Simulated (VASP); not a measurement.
TiO2: relaxation of cell and atoms with PBE

TiO2:

```
Ti O
1.0
     4.59984    0.00000    0.00000
     0.00000    4.59984    0.00000
     0.00000    0.00000    2.95921
Ti O
2 4
Direct
  0.00000 0.00000 0.50000
  0.50000 0.50000 0.00000
  0.30432 0.30432 0.50000
  0.19568 0.80432 0.00000
  0.80432 0.19568 0.00000
  0.69568 0.69568 0.50000
```

The cell is a database's computed one.

- Program: VASP 6.6.1
- Task: relaxation of cell and atoms
- Functional: PBE
- Potentials or basis: VASP PAW PBE potentials, release 64 (Ti_sv_GW, O_GW)
- Cutoff: 630 eV
- k mesh: 6 × 6 × 9
- Occupations: fermi-dirac, width 0.05 eV
- Spin: no spin polarisation
- Further INCAR settings: ALGO = Normal; EDIFF = 1e-06; IBRION = 2; EDIFFG = -0.01; NSW = 40; ISIF = 3

| Item | Value |
| --- | --- |
| Relaxed volume | 10.60 Å³/atom |
| Relaxed cell | a = 4.634 Å, b = 4.634 Å, c = 2.962 Å, α = 90.00°, β = 90.00°, γ = 90.00° |
| Space group after relaxing (to 0.05 Å) | P4_2/mnm (No. 136) |
| Energy gained by relaxing | 1.8 meV/atom |
| Ionic steps | 8 |
| Pressure after relaxing | -0.1 GPa |
| Band gap on the k mesh | 1.85 eV, direct |

Forces on the atoms (eV/Å):
```
Ti   0.000  0.000  0.000
Ti   0.000  0.000  0.000
O    0.002  0.002  0.000
O   -0.002  0.002  0.000
O    0.002 -0.002  0.000
O   -0.002 -0.002  0.000
```

Stress tensor (GPa, compression positive):
```
-0.05  0.00  0.00
 0.00 -0.05  0.00
 0.00  0.00 -0.14
```

The path:
| step | energy change (eV) | largest force (eV/Å) | pressure (GPa) | volume (Å³) |
| --- | --- | --- | --- | --- |
| 1 | 0.0000 | 0.0048 | 3.28 | 62.61 |
| 2 | 0.0028 | 0.1403 | -3.67 | 64.57 |
| 3 | -0.0092 | 0.0686 | 0.10 | 63.51 |
| 4 | -0.0092 | 0.0719 | -0.22 | 63.56 |
| 5 | -0.0092 | 0.0703 | -0.13 | 63.54 |
| 6 | -0.0105 | 0.0164 | -0.12 | 63.61 |
| 7 | -0.0106 | 0.0001 | -0.11 | 63.63 |
| 8 | -0.0106 | 0.0027 | -0.08 | 63.63 |

Final structure:
```
CELL_PARAMETERS angstrom
4.63450 0.00000 0.00000
0.00000 4.63450 0.00000
0.00000 0.00000 2.96245
ATOMIC_POSITIONS crystal
Ti 0.00000 0.00000 0.50000
Ti 0.50000 0.50000 0.00000
O 0.30496 0.30496 0.50000
O 0.19504 0.80496 0.00000
O 0.80496 0.19504 0.00000
O 0.69504 0.69504 0.50000
```

Levels at points of the mesh, in eV from the valence-band top:
```csv
k point,band 20,band 21,band 22,band 23,band 24,band 25,band 26,band 27,band 28
"(0.00, 0.00, 0.00)",-1.91,-0.68,-0.44,-0.44,0.00,1.85,2.14,2.41,2.49
"(0.50, 0.00, 0.00)",-3.00,-1.57,-1.57,-0.72,-0.72,2.50,2.50,2.98,2.98
"(0.50, 0.50, 0.00)",-2.13,-1.26,-1.26,-1.05,-1.05,1.89,1.89,2.51,2.51
```

It took 8.1 min on 1 thread of Intel(R) Xeon(R) Platinum 8488C (Sapphire Rapids), on a shared host, peak memory 0.28 GiB.

Caveat: an odd mesh through Γ misses points on the zone boundary, where band edges often lie.
